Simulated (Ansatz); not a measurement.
## Symmetry broken, then relaxed in AlNi

Computed with DFT PBEsol, scalar-relativistic, plane waves, PAW in Ansatz. The runs took a 420 eV cutoff, a Γ-centred 12×12×12 mesh and Gaussian smearing (0.15 eV). No spin polarisation. A magnetic state may lie lower. Energies are free energies at this smearing, counted from the undisturbed cell; pressure is positive in compression.

The starting cell (relaxed at this level; it needn't be the usual structure):

```
CELL_PARAMETERS angstrom
2.02133 -2.02135 0.00000
2.02133 2.02135 0.00000
0.00000 0.00000 2.86941
ATOMIC_POSITIONS crystal
Al 0.00000 0.00000 0.00000
Ni 0.50000 0.50000 0.50000
```

The atoms are displaced (Å, in the unstrained cell):

```
atom ux uy uz
 Al1  -0.077   0.172  -0.026
 Ni2   0.077  -0.172   0.026
```

The cell is strained by (0.0099, 0.0036, -0.0242, 0.0529, -0.0163, -0.0203) (xx, yy, zz, yz, xz, xy; engineering shear). Cell and atoms are then relaxed.

Q: Does the relaxation return to the undisturbed structure?

A: Yes (up to a choice of domain or origin): same space group and volume, and an energy 0.0 meV/atom from it. The disturbance itself cost 297.8 meV/atom. The final space group reads Pm-3m (tolerance 0.05 Å) and the volume changes by 0.03 %.

Final structure:

```xyz
2
Lattice="2.0246 -2.0246 0.0001 2.0241 2.0241 -0.0001 -0.0001 0.0002 2.8618" Properties=species:S:1:pos:R:3 pbc="T T T"
Al    2.0241    2.0241   -0.0001
Ni    2.0243   -0.0001    1.4309
```

The relaxation, step by step (energy from the first step; small jumps at an unchanged geometry come where the plane waves are selected anew for the new cell):

| step | ΔE (meV/atom) | largest force component (eV/Å) | pressure (GPa) |
| --- | --- | --- | --- |
| 1 | 0.0 | 2.900 | 14.17 |
| 2 | -170.4 | 1.772 | 7.29 |
| 3 | -297.2 | 0.013 | -1.00 |
| 4 | -297.6 | 0.010 | 0.04 |
| 5 | -297.7 | 0.000 | 0.01 |
| 6 | -297.8 | 0.000 | 0.02 |
| 7 | -297.8 | 0.000 | 0.00 |
| 8 | -297.8 | 0.000 | 0.00 |

Frames along the relaxation (Å, eV/Å):

```xyz
2
Lattice="2.062 -2.049 -0.070 2.021 2.008 0.037 -0.023 0.076 2.800" Properties=species:S:1:pos:R:3:forces:R:3 pbc="T T T" step=1
Al   -0.079    0.173   -0.021    0.842   -2.900    1.117
Ni    2.109   -0.156    1.404   -0.842    2.900   -1.117
2
Lattice="2.043 -2.020 -0.034 2.033 2.011 0.019 -0.011 0.037 2.824" Properties=species:S:1:pos:R:3:forces:R:3 pbc="T T T" step=2
Al   -0.054    0.117   -0.018    0.621   -1.772    0.510
Ni    2.087   -0.103    1.422   -0.621    1.772   -0.510
2
Lattice="2.043 -2.043 0.000 2.028 2.027 0.002 0.000 0.003 2.848" Properties=species:S:1:pos:R:3:forces:R:3 pbc="T T T" step=3
Al    0.000    0.001   -0.001   -0.004   -0.012    0.013
Ni    2.035   -0.007    1.426    0.004    0.012   -0.013
2
Lattice="2.036 -2.035 0.001 2.024 2.023 0.000 0.000 0.001 2.847" Properties=species:S:1:pos:R:3:forces:R:3 pbc="T T T" step=4
Al    0.001   -0.001   -0.001   -0.010    0.009    0.008
Ni    2.030   -0.005    1.425    0.010   -0.009   -0.008
2
Lattice="2.028 -2.027 0.000 2.024 2.024 0.000 0.000 0.001 2.858" Properties=species:S:1:pos:R:3:forces:R:3 pbc="T T T" step=5
Al    0.000    0.000    0.000    0.000    0.000    0.000
Ni    2.026   -0.002    1.429    0.000    0.000    0.000
2
Lattice="2.028 -2.027 0.000 2.024 2.024 0.000 0.000 0.001 2.858" Properties=species:S:1:pos:R:3:forces:R:3 pbc="T T T" step=6
Al    0.000    0.000    0.000    0.000    0.000    0.000
Ni    2.026   -0.002    1.429    0.000    0.000    0.000
2
Lattice="2.025 -2.025 0.000 2.024 2.024 0.000 0.000 0.000 2.862" Properties=species:S:1:pos:R:3:forces:R:3 pbc="T T T" step=7
Al    0.000    0.000    0.000    0.000    0.000    0.000
Ni    2.024    0.000    1.431    0.000    0.000    0.000
2
Lattice="2.025 -2.025 0.000 2.024 2.024 0.000 0.000 0.000 2.862" Properties=species:S:1:pos:R:3:forces:R:3 pbc="T T T" step=8
Al    0.000    0.000    0.000    0.000    0.000    0.000
Ni    2.024    0.000    1.431    0.000    0.000    0.000
```

Cost: 3 runs of about 2.2 core-minutes in all, on Intel Xeon 6975P-C (Granite Rapids) (shared hosts).